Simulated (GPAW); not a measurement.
# SiO2 (P4_2/mnm) in GPAW: a series of runs, part 3 of 4

GPAW 26.7.0. The steps go on from the part before.

### 4 Relaxation of cell and atoms, PBEsol, target pressure 5 GPa, at which the enthalpy is minimised

run.py

```python
from ase import Atoms
from ase.filters import FrechetCellFilter
from ase.io import write
from ase.optimize import BFGS
from ase.units import GPa
from gpaw import GPAW, PW, setup_paths

setup_paths.insert(0, '.')

atoms = Atoms(['Si', 'Si', 'O', 'O', 'O', 'O'],
              cell=[[4.233169, 0.0, 0.0],
                    [0.0, 4.233169, 0.0],
                    [0.0, 0.0, 2.693495]],
              scaled_positions=[[0.0, 0.0, 0.0],
                                [0.5, 0.5, 0.5],
                                [0.806839, 0.193161, 0.5],
                                [0.306839, 0.306839, 0.0],
                                [0.193161, 0.806839, 0.5],
                                [0.693161, 0.693161, 0.0]],
              pbc=True)

calc = GPAW(mode=PW(800),
            xc='PBEsol',
            kpts={'size': (4, 4, 7), 'gamma': True},
            occupations={'name': 'fermi-dirac', 'width': 0.05},
            nbands=30,
            convergence={'density': 1e-05, 'forces': 0.0001},
            maxiter=150,
            txt='gpaw.txt')
atoms.calc = calc
opt = BFGS(FrechetCellFilter(atoms, scalar_pressure=5 * GPa), trajectory='relax.traj', logfile='-')
done = opt.run(fmax=0.02, steps=60)
calc.write('gs.gpw')
write('result.traj', atoms)
print('Converged:', done)
print('Cell:', atoms.cell.cellpar().round(4))
print('Volume:', round(atoms.get_volume(), 4))
print(atoms.get_scaled_positions().round(5))
```

Potentials or basis: PAW data sets generated in the run's folder for this functional, pw.

Started as:

```sh
$ gpaw-setup -f PBEsol O Si
$ OMP_NUM_THREADS=1 python run.py
```

gpaw.txt:

```text
__  _  _
 | _ |_)|_||  |
 |__||  | ||/\| - 26.7.0

Input parameters:
  mode=PW(ecut=800.0),
  convergence={'density': 1e-05, 'forces': 0.0001},
  kpts=MonkhorstPack(size=(4, 4, 7), gamma=True),
  maxiter=150,
  nbands=30,
  occupations=Occupations(name='fermi-dirac', width=0.05),
  xc=XC(name='PBEsol')

Diagonalizing LCAO Hamiltonian
Converting LCAO to pw mode
    .---------.
   /|         |
  / |O        |
 *  .--Si-----.
 | /      O  /
 |/  O      /
 Si--------*

Atoms  # Å, Bohr magnetons
|   | symbol |        x |        y |        z |    initial magnetic moments |
|---|--------|----------|----------|----------|-----------------------------|
| 0 |     Si | 0.000000 | 0.000000 | 0.000000 | ( 0.0000,  0.0000,  0.0000) |
| 1 |     Si | 2.116585 | 2.116585 | 1.346747 | ( 0.0000,  0.0000,  0.0000) |
| 2 |      O | 3.415486 | 0.817683 | 1.346747 | ( 0.0000,  0.0000,  0.0000) |
| 3 |      O | 1.298901 | 1.298901 | 0.000000 | ( 0.0000,  0.0000,  0.0000) |
| 4 |      O | 0.817683 | 3.415486 | 1.346747 | ( 0.0000,  0.0000,  0.0000) |
| 5 |      O | 2.934268 | 2.934268 | 0.000000 | ( 0.0000,  0.0000,  0.0000) |

Unit cell  # Å
| periodic |        x |        y |        z |  lengths |    angles |
|----------|----------|----------|----------|----------|-----------|
|      yes | 4.233169 | 0.000000 | 0.000000 | 4.233169 | 90.000000 |
|      yes | 0.000000 | 4.233169 | 0.000000 | 4.233169 | 90.000000 |
|      yes | 0.000000 | 0.000000 | 2.693495 | 2.693495 | 90.000000 |

Number of symmetries: 8
Symmetry operations  # r_c * U_cc + t_c -> r_c
|   | kind |            matrix            |
|---|------|------------------------------|
| 0 |  E   |  1, 0, 0,  0, 1, 0,  0, 0, 1 |
| 1 |  σ   |  1, 0, 0,  0, 1, 0,  0, 0,-1 |
| 2 |  σ   |  0, 1, 0,  1, 0, 0,  0, 0, 1 |
| 3 |  C2  |  0, 1, 0,  1, 0, 0,  0, 0,-1 |
| 4 |  σ   |  0,-1, 0, -1, 0, 0,  0, 0, 1 |
| 5 |  C2  |  0,-1, 0, -1, 0, 0,  0, 0,-1 |
| 6 |  C2  | -1, 0, 0,  0,-1, 0,  0, 0, 1 |
| 7 |  i   | -1, 0, 0,  0,-1, 0,  0, 0,-1 |
[... 191 lines left out ...]
Gap: 5.016 eV
Transition (v -> c):
  (s=0, k=0, n=15, [0.00, 0.00, 0.00]) -> (s=0, k=0, n=16, [0.00, 0.00, 0.00])
No difference between direct/indirect transitions

Stress tensor  # eV/Ang^3
|        x |        y |        z |
|----------|----------|----------|
| 0.019489 | 0.000000 | 0.000000 |
| 0.000000 | 0.019489 | 0.000000 |
| 0.000000 | 0.000000 | 0.013720 |

Forces  # eV/Ang
|        x |        y |       z |
|----------|----------|---------|
| -0.00000 |  0.00000 | 0.00000 |  # Si   0
|  0.00000 |  0.00000 | 0.00000 |  # Si   1
| -0.04221 |  0.04221 | 0.00000 |  # O    2
| -0.04221 | -0.04221 | 0.00000 |  # O    3
|  0.04221 | -0.04221 | 0.00000 |  # O    4
|  0.04221 |  0.04221 | 0.00000 |  # O    5

Interpolating wave functions to new cell

           O
              Si
                O
           O
       Si

Atoms  # Å, Bohr magnetons
|   | symbol |         x |        y |        z |    initial magnetic moments |
|---|--------|-----------|----------|----------|-----------------------------|
| 0 |     Si | -0.000000 | 0.000000 | 0.000000 | ( 0.0000,  0.0000,  0.0000) |
| 1 |     Si |  2.114530 | 2.114530 | 1.345589 | ( 0.0000,  0.0000,  0.0000) |
| 2 |      O |  3.411569 | 0.817492 | 1.345589 | ( 0.0000,  0.0000,  0.0000) |
| 3 |      O |  1.297038 | 1.297038 | 0.000000 | ( 0.0000,  0.0000,  0.0000) |
| 4 |      O |  0.817492 | 3.411569 | 1.345589 | ( 0.0000,  0.0000,  0.0000) |
| 5 |      O |  2.932022 | 2.932022 | 0.000000 | ( 0.0000,  0.0000,  0.0000) |

Unit cell  # Å
| periodic |         x |         y |        z |  lengths |    angles |
|----------|-----------|-----------|----------|----------|-----------|
|      yes |  4.229061 | -0.000000 | 0.000000 | 4.229061 | 90.000000 |
|      yes | -0.000000 |  4.229061 | 0.000000 | 4.229061 | 90.000000 |
|      yes |  0.000000 |  0.000000 | 2.691178 | 2.691178 | 90.000000 |

Number of symmetries: 8
Symmetry operations  # r_c * U_cc + t_c -> r_c
|   | kind |            matrix            |
|---|------|------------------------------|
| 0 |  E   |  1, 0, 0,  0, 1, 0,  0, 0, 1 |
| 1 |  σ   |  1, 0, 0,  0, 1, 0,  0, 0,-1 |
| 2 |  σ   |  0, 1, 0,  1, 0, 0,  0, 0, 1 |
| 3 |  C2  |  0, 1, 0,  1, 0, 0,  0, 0,-1 |
| 4 |  σ   |  0,-1, 0, -1, 0, 0,  0, 0, 1 |
| 5 |  C2  |  0,-1, 0, -1, 0, 0,  0, 0,-1 |
| 6 |  C2  | -1, 0, 0,  0,-1, 0,  0, 0, 1 |
| 7 |  i   | -1, 0, 0,  0,-1, 0,  0, 0,-1 |
[... 188 lines left out ...]
Gap: 5.058 eV
Transition (v -> c):
  (s=0, k=0, n=15, [0.00, 0.00, 0.00]) -> (s=0, k=0, n=16, [0.00, 0.00, 0.00])
No difference between direct/indirect transitions

Stress tensor  # eV/Ang^3
|         x |         y |        z |
|-----------|-----------|----------|
|  0.015215 | -0.000000 | 0.000000 |
| -0.000000 |  0.015215 | 0.000000 |
|  0.000000 |  0.000000 | 0.007783 |

Forces  # eV/Ang
|        x |        y |       z |
|----------|----------|---------|
|  0.00000 |  0.00000 | 0.00000 |  # Si   0
| -0.00000 |  0.00000 | 0.00000 |  # Si   1
| -0.03789 |  0.03789 | 0.00000 |  # O    2
| -0.03789 | -0.03789 | 0.00000 |  # O    3
|  0.03789 | -0.03789 | 0.00000 |  # O    4
|  0.03789 |  0.03789 | 0.00000 |  # O    5
[... 9 lines left out ...]
Atoms  # Å, Bohr magnetons
|   | symbol |         x |         y |         z |    initial magnetic moments |
|---|--------|-----------|-----------|-----------|-----------------------------|
| 0 |     Si | -0.000000 | -0.000000 | -0.000000 | ( 0.0000,  0.0000,  0.0000) |
| 1 |     Si |  2.095850 |  2.095850 |  1.335595 | ( 0.0000,  0.0000,  0.0000) |
| 2 |      O |  3.376070 |  0.815630 |  1.335595 | ( 0.0000,  0.0000,  0.0000) |
| 3 |      O |  1.280220 |  1.280220 |  0.000000 | ( 0.0000,  0.0000,  0.0000) |
| 4 |      O |  0.815630 |  3.376070 |  1.335595 | ( 0.0000,  0.0000,  0.0000) |
| 5 |      O |  2.911479 |  2.911479 | -0.000000 | ( 0.0000,  0.0000,  0.0000) |

Unit cell  # Å
| periodic |         x |         y |        z |  lengths |    angles |
|----------|-----------|-----------|----------|----------|-----------|
|      yes |  4.191700 |  0.000000 | 0.000000 | 4.191700 | 90.000000 |
|      yes |  0.000000 |  4.191700 | 0.000000 | 4.191700 | 90.000000 |
|      yes | -0.000000 | -0.000000 | 2.671190 | 2.671190 | 90.000000 |

Number of symmetries: 8
Symmetry operations  # r_c * U_cc + t_c -> r_c
|   | kind |            matrix            |
|---|------|------------------------------|
| 0 |  E   |  1, 0, 0,  0, 1, 0,  0, 0, 1 |
| 1 |  σ   |  1, 0, 0,  0, 1, 0,  0, 0,-1 |
| 2 |  σ   |  0, 1, 0,  1, 0, 0,  0, 0, 1 |
| 3 |  C2  |  0, 1, 0,  1, 0, 0,  0, 0,-1 |
| 4 |  σ   |  0,-1, 0, -1, 0, 0,  0, 0, 1 |
| 5 |  C2  |  0,-1, 0, -1, 0, 0,  0, 0,-1 |
| 6 |  C2  | -1, 0, 0,  0,-1, 0,  0, 0, 1 |
| 7 |  i   | -1, 0, 0,  0,-1, 0,  0, 0,-1 |
[... 381 lines left out ...]
SCF iterations
|iter     | |      energy | eigst |  dens |force |
|---------|-|-------------|-------|-------|------|
|iter:   1| |  -49.486065 | -3.66 |       |      |
|iter:   2| |  -49.486042 | -6.74 | -2.91 |      |
|iter:   3| |  -49.486012c| -5.13 | -2.95 |      |
|iter:   4| |  -49.486033c| -6.86 | -3.59 |      |
|iter:   5| |  -49.486037c| -8.03c| -4.02 |      |
|iter:   6| |  -49.486038c| -7.54c| -4.40 |      |
|iter:   7| |  -49.486038c| -8.89c| -5.80c|      |
|iter:   8| |  -49.486038c| -9.89c| -6.23c|-4.21c|

Converged in 8 steps
Energy contributions relative to reference atoms: (reference = -23879.261166)

Energy contributions:
  Kinetic:          49.025921
  Coulomb:         -42.316146
  Zero:              0.825514
  External:          0.000000
  Xc:              -57.021328
  Entropy:           0.000000
  Spinorbit:         0.000000
  ----------------------------
  Free energy:     -49.486038
  Extrapolated:    -49.486038
[... 467 lines left out ...]
SCF iterations
|iter     | |      energy | eigst |  dens |force |
|---------|-|-------------|-------|-------|------|
|iter:   1| |  -49.489766 | -2.99 |       |      |
|iter:   2| |  -49.489736 | -5.85 | -2.73 |      |
|iter:   3| |  -49.489517c| -5.15 | -2.75 |      |
|iter:   4| |  -49.489517c| -6.30 | -3.35 |      |
|iter:   5| |  -49.489518c| -7.80c| -4.09 |      |
|iter:   6| |  -49.489518c| -7.56c| -4.53 |      |
|iter:   7| |  -49.489518c| -8.47c| -5.02c|      |
|iter:   8| |  -49.489518c| -9.71c| -6.02c|-5.13c|

Converged in 8 steps
Energy contributions relative to reference atoms: (reference = -23879.261166)

Energy contributions:
  Kinetic:          48.453023
  Coulomb:         -41.870850
  Zero:              0.826320
  External:          0.000000
  Xc:              -56.898010
  Entropy:          -0.000000
  Spinorbit:         0.000000
  ----------------------------
  Free energy:     -49.489518
  Extrapolated:    -49.489518
[... 534 lines left out ...]
Forces  # eV/Ang
|        x |        y |       z |
|----------|----------|---------|
|  0.00000 |  0.00000 | 0.00000 |  # Si   0
|  0.00000 |  0.00000 | 0.00000 |  # Si   1
| -0.00728 |  0.00728 | 0.00000 |  # O    2
| -0.00728 | -0.00728 | 0.00000 |  # O    3
|  0.00728 | -0.00728 | 0.00000 |  # O    4
|  0.00728 |  0.00728 | 0.00000 |  # O    5

# Writing to gs.gpw (mode='')
```

Wall time 2.3 min (1 thread of Intel Xeon 6975P-C (Granite Rapids), shared host); peak memory 0.29 GiB.

What came out:

| Property | Result |
| --- | --- |
| Free energy | -49.4867 eV |
| Relaxed volume | 7.82 Å³/atom |
| Relaxed cell | a = 4.181 Å, b = 4.181 Å, c = 2.684 Å, α = 90.00°, β = 90.00°, γ = 90.00° |
| Space group after relaxing (to 0.05 Å) | P4_2/mnm (No. 136) |
| Energy change on relaxing (the enthalpy is what falls) | +1.3 meV/atom |
| Ionic steps | 8 |
| Pressure after relaxing | 5.0 GPa |
| Largest force after relaxing | 0.010 eV/Å |
| Band gap on the k mesh | 5.42 eV, direct |

Forces on the atoms (eV/Å):
```
Si   0.000  0.000  0.000
Si   0.000  0.000  0.000
O   -0.007  0.007  0.000
O   -0.007 -0.007  0.000
O    0.007 -0.007  0.000
O    0.007  0.007  0.000
```

Stress tensor (GPa, compression positive):
```
5.03 0.00 0.00
0.00 5.03 0.00
0.00 0.00 4.94
```

Step by step:
```
step  energy change (eV)  largest force (eV/Å)  pressure (GPa)  volume (Å³)
   1              0.0000                0.0597           -2.81        48.27
   2             -0.0021                0.0536           -2.04        48.13
   3              0.0100                0.0105            5.35        46.93
   4              0.0086                0.0028            5.09        46.97
   5              0.0055                0.0223            4.60        47.04
   6              0.0051                0.0349            4.54        47.03
   7              0.0067                0.0257            4.81        46.97
   8              0.0079                0.0103            5.00        46.93
```

Final structure:
```yaml
crystal:
  lattice:
    - [4.18130, 0.00000, 0.00000]
    - [0.00000, 4.18130, 0.00000]
    - [0.00000, 0.00000, 2.68425]
  atoms:
    - { symbol: Si, position: [0.00000, 0.00000, 0.00000] }
    - { symbol: Si, position: [0.50000, 0.50000, 0.50000] }
    - { symbol: O, position: [0.80535, 0.19465, 0.50000] }
    - { symbol: O, position: [0.30535, 0.30535, 0.00000] }
    - { symbol: O, position: [0.19465, 0.80535, 0.50000] }
    - { symbol: O, position: [0.69465, 0.69465, 0.00000] }
```

Caveat: later steps reuse the first step's grids.

### 5 Relaxation of cell and atoms, PBEsol, target pressure 10 GPa, at which the enthalpy is minimised

Changes to run.py since step 4:

```diff
@@ -30,3 +30,3 @@
 atoms.calc = calc
-opt = BFGS(FrechetCellFilter(atoms, scalar_pressure=5 * GPa), trajectory='relax.traj', logfile='-')
+opt = BFGS(FrechetCellFilter(atoms, scalar_pressure=10 * GPa), trajectory='relax.traj', logfile='-')
 done = opt.run(fmax=0.02, steps=60)
```

Potentials or basis: PAW data sets generated in the run's folder for this functional, pw.

Started as:

```sh
$ gpaw-setup -f PBEsol O Si
$ OMP_NUM_THREADS=1 python run.py
```

gpaw.txt:

```text
__  _  _
 | _ |_)|_||  |
 |__||  | ||/\| - 26.7.0

Input parameters:
  mode=PW(ecut=800.0),
  convergence={'density': 1e-05, 'forces': 0.0001},
  kpts=MonkhorstPack(size=(4, 4, 7), gamma=True),
  maxiter=150,
  nbands=30,
  occupations=Occupations(name='fermi-dirac', width=0.05),
  xc=XC(name='PBEsol')

Diagonalizing LCAO Hamiltonian
Converting LCAO to pw mode
    .---------.
   /|         |
  / |O        |
 *  .--Si-----.
 | /      O  /
 |/  O      /
 Si--------*

Atoms  # Å, Bohr magnetons
|   | symbol |        x |        y |        z |    initial magnetic moments |
[... 1729 lines left out ...]
       Si

Atoms  # Å, Bohr magnetons
|   | symbol |         x |         y |        z |    initial magnetic moments |
|---|--------|-----------|-----------|----------|-----------------------------|
| 0 |     Si | -0.000000 | -0.000000 | 0.000000 | ( 0.0000,  0.0000,  0.0000) |
| 1 |     Si |  2.078455 |  2.078455 | 1.337590 | ( 0.0000,  0.0000,  0.0000) |
| 2 |      O |  3.344443 |  0.812467 | 1.337590 | ( 0.0000,  0.0000,  0.0000) |
| 3 |      O |  1.265988 |  1.265988 | 0.000000 | ( 0.0000,  0.0000,  0.0000) |
| 4 |      O |  0.812467 |  3.344443 | 1.337590 | ( 0.0000,  0.0000,  0.0000) |
| 5 |      O |  2.890922 |  2.890922 | 0.000000 | ( 0.0000,  0.0000,  0.0000) |

Unit cell  # Å
| periodic |        x |         y |         z |  lengths |    angles |
|----------|----------|-----------|-----------|----------|-----------|
|      yes | 4.156910 |  0.000000 | -0.000000 | 4.156910 | 90.000000 |
|      yes | 0.000000 |  4.156910 |  0.000000 | 4.156910 | 90.000000 |
|      yes | 0.000000 | -0.000000 |  2.675179 | 2.675179 | 90.000000 |

Number of symmetries: 8
Symmetry operations  # r_c * U_cc + t_c -> r_c
|   | kind |            matrix            |
|---|------|------------------------------|
| 0 |  E   |  1, 0, 0,  0, 1, 0,  0, 0, 1 |
| 1 |  σ   |  1, 0, 0,  0, 1, 0,  0, 0,-1 |
| 2 |  σ   |  0, 1, 0,  1, 0, 0,  0, 0, 1 |
| 3 |  C2  |  0, 1, 0,  1, 0, 0,  0, 0,-1 |
| 4 |  σ   |  0,-1, 0, -1, 0, 0,  0, 0, 1 |
| 5 |  C2  |  0,-1, 0, -1, 0, 0,  0, 0,-1 |
| 6 |  C2  | -1, 0, 0,  0,-1, 0,  0, 0, 1 |
| 7 |  i   | -1, 0, 0,  0,-1, 0,  0, 0,-1 |
[... 447 lines left out ...]
Forces  # eV/Ang
|        x |        y |        z |
|----------|----------|----------|
| -0.00000 |  0.00000 |  0.00000 |  # Si   0
|  0.00000 | -0.00000 |  0.00000 |  # Si   1
|  0.00789 | -0.00789 | -0.00000 |  # O    2
|  0.00789 |  0.00789 |  0.00000 |  # O    3
| -0.00789 |  0.00789 |  0.00000 |  # O    4
| -0.00789 | -0.00789 | -0.00000 |  # O    5

# Writing to gs.gpw (mode='')
```

stdout:

```text
Step          Energy          fmax
BFGS:    0      -46.482027        0.658875
BFGS:    1      -46.498719        0.596341
BFGS:    2      -46.563325        0.191290
BFGS:    3      -46.564172        0.146799
BFGS:    4      -46.565355        0.089099
BFGS:    5      -46.566618        0.079823
BFGS:    6      -46.567563        0.075812
BFGS:    7      -46.567941        0.044909
BFGS:    8      -46.568060        0.010958
Converged: True
Cell: [ 4.1557  4.1557  2.6754 90.     90.     90.    ]
Volume: 46.2039
[[0.     0.     0.    ]
 [0.5    0.5    0.5   ]
 [0.8047 0.1953 0.5   ]
 [0.3047 0.3047 0.    ]
 [0.1953 0.8047 0.5   ]
 [0.6953 0.6953 0.    ]]
```

It took 4.2 min on 1 thread of Intel Xeon 6975P-C (Granite Rapids), shared host; peak memory 0.32 GiB.

What came out:

| Item | Value |
| --- | --- |
| Free energy | -49.4519 eV |
| Relaxed volume | 7.70 Å³/atom |
| Relaxed cell | a = 4.156 Å, b = 4.156 Å, c = 2.675 Å, α = 90.00°, β = 90.00°, γ = 90.00° |
| Space group after relaxing (to 0.05 Å) | P4_2/mnm (No. 136) |
| Energy change on relaxing (the enthalpy is what falls) | +7.1 meV/atom |
| Ionic steps | 9 |
| Pressure after relaxing | 10.0 GPa |
| Largest force after relaxing | 0.011 eV/Å |
| Band gap on the k mesh | 5.66 eV, direct |

Forces on the atoms (eV/Å):
```
Si   0.000  0.000  0.000
Si   0.000  0.000  0.000
O    0.008 -0.008  0.000
O    0.008  0.008  0.000
O   -0.008  0.008  0.000
O   -0.008 -0.008  0.000
```

Step by step:
| step | energy change (eV) | largest force (eV/Å) | pressure (GPa) | volume (Å³) |
| --- | --- | --- | --- | --- |
| 1 | 0.0000 | 0.0597 | -2.81 | 48.27 |
| 2 | -0.0029 | 0.0663 | -1.49 | 48.05 |
| 3 | 0.0488 | 0.0509 | 10.89 | 46.18 |
| 4 | 0.0427 | 0.0292 | 10.18 | 46.27 |
| 5 | 0.0374 | 0.0181 | 9.47 | 46.33 |
| 6 | 0.0356 | 0.0648 | 9.14 | 46.34 |
| 7 | 0.0379 | 0.0771 | 9.33 | 46.29 |
| 8 | 0.0414 | 0.0457 | 9.76 | 46.23 |
| 9 | 0.0427 | 0.0112 | 10.00 | 46.20 |

Final structure:
```
Si O
1.0
     4.15573    0.00000    0.00000
     0.00000    4.15573    0.00000
     0.00000    0.00000    2.67537
Si O
2 4
Direct
  0.00000 0.00000 0.00000
  0.50000 0.50000 0.50000
  0.80470 0.19530 0.50000
  0.30470 0.30470 0.00000
  0.19530 0.80470 0.50000
  0.69530 0.69530 0.00000
```

Caveat: later steps reuse the first step's grids.

(Continued in part 4 of 4.)
